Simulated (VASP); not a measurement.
**VASP inputs for PtSe₂ (distorted 1T (CdI2) bulk)**

INCAR

```
LWAVE = .FALSE.
SIGMA = 0.02
PREC = Accurate
NSW = 0
ISMEAR = -1
LREAL = .FALSE.
GGA = PS
ENCUT = 520
LCHARG = .FALSE.
NBANDS = 18
NELM = 120
LASPH = .TRUE.
IBRION = -1
EDIFF = 1E-7
ISIF = 2
```

KPOINTS

```
KPOINTS created by Atomic Simulation Environment
0
Gamma
6 6 4
0 0 0
```

POSCAR

```
Pt Se
 1.0000000000000000
     3.7462000000000000    0.0789000000000000    0.0487000000000000
    -1.8048000000000000    3.1450000000000000   -0.0592000000000000
     0.0689000000000000   -0.0569000000000000    5.3752000000000004
 Pt  Se
   1   2
Cartesian
 -0.0984766900000000  0.1995479900000000  0.0131143800000000
  0.1774335399999999  2.0568874799999999  1.1711298400000001
  1.9183823000000002  0.9368360500000000  3.8753033500000007
```

VASP ran with the recommended PBE PAW datasets (22 valence electrons in the cell).

Q: What does this run give?

A: gap between bands v and c on the k mesh -0.45 eV (bands overlap: a metal); least direct gap on the k mesh 0.41 eV; pressure 3.5 GPa; largest force 5.50 eV/Å.
